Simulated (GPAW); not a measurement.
Runs of GPAW 26.7.0 on CdS (Greenockite). It takes space group P6_3mc (No. 186, hexagonal). The conventional cell has a = 4.150 Å, b = 4.150 Å, c = 6.737 Å, α = 90.00°, β = 90.00°, γ = 120.00°. Cd (site symmetry 3m) is surrounded by 4 S at 2.53 to 2.54 Å. S (site symmetry 3m) has 4 Cd at 2.53 to 2.54 Å as nearest neighbours. 

```csv
task,level,potentials or basis,spin,k mesh,cutoff (eV),smearing,band path,band points,eigensolver,response ecut,response k mesh,gap on the mesh (eV),pressure (GPa),largest force (eV/Å)
band structure,LDA,"the program's PAW data sets (release 1.2.1) made for this functional, pw",off,7 × 7 × 4,600,fermi-dirac 0.05 eV,"GMKGALHA,LM,KH",80,-,-,-,0.89,-3.3,0.06
band structure,BLYP,"PAW data sets generated in the run's folder for this functional, pw",off,7 × 7 × 4,600,fermi-dirac 0.05 eV,"GMKGALHA,LM,KH",100,davidson,-,-,1.12,5.0,0.07
band structure,RPBE,"the program's PAW data sets (release 1.2.1) made for this functional, pw",off,7 × 7 × 4,600,fermi-dirac 0.05 eV,"GMKGALHA,LM,KH",60,-,-,-,1.36,(a),0.07
dielectric tensor,LDA,"the program's PAW data sets (release 1.2.1) made for this functional, pw",off,6 × 6 × 3,450,fermi-dirac 0.001 eV,-,-,-,80 eV,9 × 9 × 5,0.89,-,-
band structure,revPBE,"the program's PAW data sets (release 1.2.1) made for this functional, pw",off,7 × 7 × 4,600,fermi-dirac 0.05 eV,"GMKGALHA,LM,KH",80,-,-,-,(b),(c),0.07
dielectric tensor,RPBE,"the program's PAW data sets (release 1.2.1) made for this functional, pw",off,6 × 6 × 3,450,fermi-dirac 0.001 eV,-,-,-,80 eV,12 × 12 × 6,1.36,-,-
dielectric tensor,RPBE,"the program's PAW data sets (release 1.2.1) made for this functional, pw",off,6 × 6 × 3,450,fermi-dirac 0.001 eV,-,-,-,80 eV,9 × 9 × 5,1.36,-,-
band structure,r2SCAN,"GPAW PAW data sets (gpaw-data 1.2.1), pw","SOC, no magnetisation",5 × 5 × 3,600,fermi-dirac 0.05 eV,"GMKGALHA,LM,KH",100,-,-,-,(d),0.6,0.07
dielectric tensor,LDA,"the program's PAW data sets (release 1.2.1) made for this functional, pw",off,6 × 6 × 3,450,fermi-dirac 0.001 eV,-,-,-,80 eV,12 × 12 × 6,0.89,-,-
band structure,PBEsol,"PAW data sets generated in the run's folder for this functional, pw",off,7 × 7 × 4,600,fermi-dirac 0.05 eV,"GMKGALHA,LM,KH",60,-,-,-,1.04,-1.2,0.07
dielectric tensor,AM05,"PAW data sets generated in the run's folder for this functional, pw",off,6 × 6 × 3,450,fermi-dirac 0.001 eV,-,-,-,80 eV,9 × 9 × 5,1.16,-,-
```

Alike in all rows: cell as given.

**Question.** Fill in the values left out.

**Answer.** (a) 4.0; (b) 1.32; (c) 3.4; (d) 1.61.

Caveats: the long-wavelength limit can be off by several per cent where d states take part (some runs); an odd mesh through Γ misses points on the zone boundary, where band edges often lie (some runs); spin-orbit coupling was added after a scalar SCF, so levels and gaps hold it while energy, forces, pressure and moments don't (some runs); this program's spin-orbit splittings come out too wide for heavy elements (some runs); the PAW data sets were made with another functional, which shifts forces and pressure a little (some runs).

A k mesh can miss the band edges, and rows without SOC leave out spin-orbit coupling on Cd.

Runs at the PBE level aren't shown here.
